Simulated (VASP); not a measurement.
Write the native input for VASP 6.6.1 that does the following.

```
Task                   : relaxation of cell and atoms
Functional             : MS2
Potentials or basis    : VASP PAW PBE potentials, release 64 (Ru_pv, Al)
Cutoff                 : 600 eV
k mesh                 : 12 × 12 × 12
Occupations            : methfessel-paxton, width 0.1 eV
Spin                   : no spin polarisation
Further INCAR settings : ALGO = Normal; EDIFF = 1e-07; IBRION = 2; EDIFFG = -0.02; NSW = 40; ISIF = 3
```

The structure of Al2Ru lies in POSCAR:

```
Al2Ru
1.0
   -1.5604216200      1.5604216200      4.2218055900
    1.5604216200     -1.5604216200      4.2218055900
    1.5604216200      1.5604216200     -4.2218055900
Ru Al
1 2
Direct
    0.0000000000      0.0000000000      0.0000000000
    0.3407978100      0.3407978100      0.0000000000
    0.6592021900      0.6592021900      0.0000000000
```

The cell comes from a database or a generator and needn't be the stable form of this composition.

The input as run:

INCAR

```
ALGO = Normal ; EDIFF = 1E-7
EDIFFG = -0.02 ; ENCUT = 600
IBRION = 2 ; ISIF = 3
ISMEAR = 1 ; LASPH = T
LCHARG = F ; LMIXTAU = T
LREAL = F ; LWAVE = F
METAGGA = MS2 ; NELM = 60
NSW = 40 ; PREC = Accurate
SIGMA = 0.1
```

KPOINTS

```
k-points
0
Gamma
  12 12 12
```

Potentials or basis: VASP PAW PBE potentials, release 64 (Ru_pv, Al).

Launch:

```console
$ cat potpaw_PBE.64/Ru_pv/POTCAR potpaw_PBE.64/Al/POTCAR > POTCAR
$ mpirun -np 1 vasp_std > vasp.out
```

Results of the run:

```json
{
 "Relaxed volume": "13.74 Å³/atom",
 "Relaxed cell": "a = 4.769 Å, b = 4.769 Å, c = 4.769 Å, α = 141.77°, β = 141.77°, γ = 55.17°",
 "Space group after relaxing (to 0.05 Å)": "I4/mmm (No. 139)",
 "Energy gained by relaxing": "0.1 meV/atom",
 "Ionic steps": "3",
 "Pressure after relaxing": "0.0 GPa",
 "Largest force after relaxing": "0.011 eV/Å",
 "Band gap on the k mesh": "0.10 eV, indirect (least direct gap 0.79 eV)"
}
```

Caveat: the PAW data sets were made with another functional, which shifts forces and pressure a little.

Run time: 17 min on 1 thread of Intel(R) Xeon(R) 6975P-C (Granite Rapids), with other jobs on the host, peak memory 0.35 GiB.
